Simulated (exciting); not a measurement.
# Cr (Im-3m) in exciting: reference runs

Aim: a first look at Cr with PBE, on the cell as given.

Everything below comes from runs of exciting (release sodium). Logs are shortened: lines on timing, memory, paths and dates and some standing lists are left out, and cuts for length are marked.

### Step 1. The structure

The structure is cubic, space group Im-3m (No. 229). Conventional cell: a = 2.969 Å, b = 2.969 Å, c = 2.969 Å, α = 90.00°, β = 90.00°, γ = 90.00°. Cr (site symmetry m-3m) has 8 Cr at 2.57 Å as nearest neighbours.

### Step 2. Single point, PBE, collinear spin, ferromagnetic start

The input, input.xml:

```xml
<input>
  <title>Cr</title>
  <structure speciespath="./" tshift="false">
    <crystal scale="1">
      <basevect>-2.805203336453 2.805203336453 2.805203336453</basevect>
      <basevect>2.805203336453 -2.805203336453 2.805203336453</basevect>
      <basevect>2.805203336453 2.805203336453 -2.805203336453</basevect>
    </crystal>
    <species speciesfile="Cr.xml" rmt="2">
      <atom coord="0.000000000000 0.000000000000 0.000000000000" bfcmt="0 0 -8"/>
    </species>
  </structure>
  <groundstate do="fromscratch" ngridk="12 12 12" rgkmax="9" gmaxvr="14" lmaxapw="10" lmaxmat="10" lmaxvr="8" xctype="GGA_PBE" stype="Fermi Dirac" swidth="0.00183747" nempty="20" ValenceRelativity="iora*" epsengy="1e-05" epspot="1e-05" maxscl="90" tforce="true" outputlevel="normal">
    <spin reducebf="0.5"/>
  </groundstate>
</input>
```

Potentials or basis: all-electron LAPW+lo, shipped species files, valence relativity iora*.

The run is started by

```sh
$ OMP_NUM_THREADS=1 exciting_smp
```

INFO.OUT:

```text
================================================================================
EXCITING SODIUM started
[... 10 lines left out ...]

 Lattice vectors (cartesian) :
     -2.8052033365      2.8052033365      2.8052033365
      2.8052033365     -2.8052033365      2.8052033365
      2.8052033365      2.8052033365     -2.8052033365

 Reciprocal lattice vectors (cartesian) :
      0.0000000000      1.1199161974      1.1199161974
      1.1199161974      0.0000000000      1.1199161974
      1.1199161974      1.1199161974      0.0000000000

 Unit cell volume                           :      88.2984401673
 Brillouin zone volume                      :       2.8092253156

 Species :    1 (Cr)
     parameters loaded from                 :    Cr.xml
     name                                   :    chromium
     nuclear charge                         :     -24.00000000
     electronic charge                      :      24.00000000
     atomic mass                            :   94783.09195000
     muffin-tin radius                      :       2.00000000
     # of radial points in muffin-tin       :     350

     atomic positions (lattice) :
       1 :   0.00000000  0.00000000  0.00000000

     magnetic fields (cartesian) :
       1 :   0.00000000  0.00000000 -8.00000000

 Total number of atoms per unit cell        :       1

 Spin treatment                             :    spin-polarised
 Global magnetic field (cartesian) :        0.00000000   0.00000000   0.00000000
 collinear magnetisation in z-direction

 Number of Bravais lattice symmetries       :      48
 Number of crystal symmetries               :      48

 k-point grid                               :      12   12   12
 Total number of k-points                   :      72
 k-point set is reduced with crystal symmetries

 R^MT_min * |G+k|_max (rgkmax)              :       9.00000000
 Species with R^MT_min                      :       1 (Cr)
 Maximum |G+k| for APW functions            :       4.50000000
 Maximum |G| for potential and density      :      14.00000000

 G-vector grid sizes                        :      24    24    24
 Total number of G-vectors                  :    4093

 Maximum angular momentum used for
     APW functions                          :      10
     computing H and O matrix elements      :      10
     potential and density                  :       8
     inner part of muffin-tin               :       2

 Total nuclear charge                       :     -24.00000000
 Total electronic charge                    :      24.00000000
 Total core charge                          :      10.00000000
 Total valence charge                       :      14.00000000

 Number of empty states                     :      20
 Total number of valence states             :      56

 Maximum Hamiltonian size                   :     161
 Maximum number of plane-waves              :     148
 Total number of local-orbitals             :      13

 Exchange-correlation type                  :      20
[... 23 lines left out ...]
+ SCF iteration number :    1                                                  +
++++++++++++++++++++++++++++++++++++++++++++++++++++++++++++++++++++++++++++++++
 Total energy                               :     -1040.64677009
 _______________________________________________________________
 Fermi energy                               :         0.46242938
 Kinetic energy                             :      1067.63111438
 Coulomb energy                             :     -2060.03538575
 Exchange energy                            :       -47.15075257
 Correlation energy                         :        -1.09174615
 No external B-field energy in total energy

 DOS at Fermi energy (states/Ha/cell)       :        23.78154708

 Electron charges :
     core                                   :        10.00000000
     core leakage                           :         0.00000000
     valence                                :        14.00000000
     interstitial                           :         2.70214634
     charge in muffin-tin spheres :
                  atom     1    Cr          :        21.29785366
     total charge in muffin-tins            :        21.29785366
     total charge                           :        24.00000000

 Moments :
     interstitial                           :        -0.01446345
     moment in muffin-tin spheres :
                  atom     1    Cr          :         0.36448400
     total moment in muffin-tins            :         0.36448400
     total moment                           :         0.35002055

++++++++++++++++++++++++++++++++++++++++++++++++++++++++++++++++++++++++++++++++
+ SCF iteration number :    2                                                  +
++++++++++++++++++++++++++++++++++++++++++++++++++++++++++++++++++++++++++++++++
 Total energy                               :     -1048.71949310
 _______________________________________________________________
 Fermi energy                               :         0.41004874
 Kinetic energy                             :      1063.98606810
 Coulomb energy                             :     -2064.08495143
 Exchange energy                            :       -47.53102507
 Correlation energy                         :        -1.08958471
 No external B-field energy in total energy

 DOS at Fermi energy (states/Ha/cell)       :        23.61954302

 Electron charges :
     core                                   :        10.00000000
     core leakage                           :         0.00000000
     valence                                :        14.00000000
     interstitial                           :         2.36853107
     charge in muffin-tin spheres :
                  atom     1    Cr          :        21.63146893
     total charge in muffin-tins            :        21.63146893
     total charge                           :        24.00000000

 Moments :
     interstitial                           :        -0.01236302
     moment in muffin-tin spheres :
                  atom     1    Cr          :         0.25960389
     total moment in muffin-tins            :         0.25960389
     total moment                           :         0.24724087

 RMS change in effective potential (target) :  0.396437E-01  ( 0.100000E-04)
 Absolute change in total energy   (target) :   8.07272      ( 0.100000E-04)
 Charge distance                   (target) :  0.327628E-01  ( 0.100000E-04)
 Abs. change in max-nonIBS-force   (target) :   0.00000      ( 0.500000E-04)

++++++++++++++++++++++++++++++++++++++++++++++++++++++++++++++++++++++++++++++++
+ SCF iteration number :    3                                                  +
++++++++++++++++++++++++++++++++++++++++++++++++++++++++++++++++++++++++++++++++
 Total energy                               :     -1051.05190888
 _______________________________________________________________
 Fermi energy                               :         0.39491806
 Kinetic energy                             :      1062.83024958
 Coulomb energy                             :     -2065.14387241
 Exchange energy                            :       -47.64941080
 Correlation energy                         :        -1.08887525
 No external B-field energy in total energy
[... 409 lines left out ...]
 Moments :
     interstitial                           :        -0.00000817
     moment in muffin-tin spheres :
                  atom     1    Cr          :         0.00011399
     total moment in muffin-tins            :         0.00011399
     total moment                           :         0.00010581

 RMS change in effective potential (target) :  0.530853E-06  ( 0.100000E-04)
 Absolute change in total energy   (target) :  0.981295E-05  ( 0.100000E-04)
 Charge distance                   (target) :  0.487947E-07  ( 0.100000E-04)
 Abs. change in max-nonIBS-force   (target) :   0.00000      ( 0.500000E-04)

++++++++++++++++++++++++++++++++++++++++++++++++++++++++++++++++++++++++++++++++
+ SCF iteration number :   15                                                  +
++++++++++++++++++++++++++++++++++++++++++++++++++++++++++++++++++++++++++++++++
 Total energy                               :     -1050.88647832
 _______________________________________________________________
 Fermi energy                               :         0.38952051
 Kinetic energy                             :      1062.68831335
 Coulomb energy                             :     -2064.83410414
 Exchange energy                            :       -47.65192636
 Correlation energy                         :        -1.08876117
 No external B-field energy in total energy

 DOS at Fermi energy (states/Ha/cell)       :        19.31061144

 Electron charges :
     core                                   :        10.00000000
     core leakage                           :         0.00000000
     valence                                :        14.00000000
     interstitial                           :         2.23826620
     charge in muffin-tin spheres :
                  atom     1    Cr          :        21.76173380
     total charge in muffin-tins            :        21.76173380
     total charge                           :        24.00000000

 Moments :
     interstitial                           :         0.00000059
     moment in muffin-tin spheres :
                  atom     1    Cr          :         0.00002032
     total moment in muffin-tins            :         0.00002032
     total moment                           :         0.00002091

 RMS change in effective potential (target) :  0.170152E-06  ( 0.100000E-04)
 Absolute change in total energy   (target) :  0.213514E-05  ( 0.100000E-04)
 Charge distance                   (target) :  0.103091E-07  ( 0.100000E-04)
 Abs. change in max-nonIBS-force   (target) :   0.00000      ( 0.500000E-04)

++++++++++++++++++++++++++++++++++++++++++++++++++++++++++++++++++++++++++++++++
| Convergency criteria checked for the last 2 iterations                       +
| Convergence targets achieved. Performing final SCF iteration                 +
++++++++++++++++++++++++++++++++++++++++++++++++++++++++++++++++++++++++++++++++
 Total energy                               :     -1050.88647688
 _______________________________________________________________
 Fermi energy                               :         0.38952051
 Kinetic energy                             :      1062.68831390
 Coulomb energy                             :     -2064.83410333
 Exchange energy                            :       -47.65192628
 Correlation energy                         :        -1.08876117
 No external B-field energy in total energy

 DOS at Fermi energy (states/Ha/cell)       :        19.31062035

 Electron charges :
     core                                   :        10.00000000
     core leakage                           :         0.00000000
     valence                                :        14.00000000
     interstitial                           :         2.23826627
     charge in muffin-tin spheres :
                  atom     1    Cr          :        21.76173373
     total charge in muffin-tins            :        21.76173373
     total charge                           :        24.00000000

 Moments :
     interstitial                           :        -0.00000306
     moment in muffin-tin spheres :
                  atom     1    Cr          :         0.00003646
     total moment in muffin-tins            :         0.00003646
     total moment                           :         0.00003340

++++++++++++++++++++++++++++++++++++++++++++++++++++++++++++++++++++++++++++++++
+ Self-consistent loop stopped                                                 +
++++++++++++++++++++++++++++++++++++++++++++++++++++++++++++++++++++++++++++++++
 STATE.OUT is written

--------------------------------------------------------------------------------
- Writing atomic positions and forces                                          -
--------------------------------------------------------------------------------

 Atomic positions (lattice) :
 atom     1  Cr  :     0.00000000    0.00000000    0.00000000

 Total atomic forces including IBS (cartesian) :
 atom     1  Cr  :     0.00000000    0.00000000    0.00000000

 Atomic force components including IBS (cartesian) :
 atom     1  Cr  :     0.00000000    0.00000000    0.00000000   HF force
                 :     0.00000000    0.00000000    0.00000000   core correction
                 :     0.00000000    0.00000000    0.00000000   IBS correction

********************************************************************************
[... 7 lines left out ...]
| EXCITING SODIUM stopped                                                      =
================================================================================
```

Run time: 65 s. Hardware: 1 thread of Arm Neoverse V1, shared host; peak memory 0.11 GiB.

What came out:

| Quantity | Value |
| --- | --- |
| Free energy | -28596.0837 eV |
| Band gap on the k mesh | none (metal or under the smearing width) |
| Net moment | 0.00 μB per cell |
| All electrons inside the program's atomic spheres | Cr 21.76 (radii Cr 2.0 bohr) |

Caveat: the starting moments collapsed, and a magnetic state may lie lower; the log's total energy holds no entropy term; the free energy is that total less TS from the occupations.
